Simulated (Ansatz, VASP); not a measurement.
**One calculation of HfO2, two programs**

```
CELL_PARAMETERS angstrom
0.00000 2.54881 2.54881
2.54881 0.00000 2.54881
2.54881 2.54881 0.00000
ATOMIC_POSITIONS crystal
Hf 0.00000 0.00000 0.00000
O 0.25000 0.25000 0.25000
O 0.75000 0.75000 0.75000
```

Measurements of this composition are mostly on another form, of space group No. 14.

Alike in both runs: task single point; functional PBE; k mesh 8 × 8 × 8; occupations gaussian, width 0.02 eV; non-collinear spin, spin-orbit coupling.

```csv
,VASP,Ansatz
version,VASP 6.6.1,Ansatz 0.2.0
potentials or method,"VASP PAW PBE potentials, release 64 (Hf_pv, O)","plane waves, PAW"
plane-wave cutoff (eV),520,420
valence electrons in the cell,22,38
```

|  | VASP | Ansatz | Ansatz less VASP |
| --- | --- | --- | --- |
| gap on the k mesh at the Fermi level (eV) | 3.74 | 3.75 | +0.010 |
| least direct gap on the mesh (eV) | 3.74 | 3.75 | +0.010 |
| net moment per atom (μB) | 0.00 | 0.00 | 0.000 |

The two sets of potentials don't hold the same shells in valence.
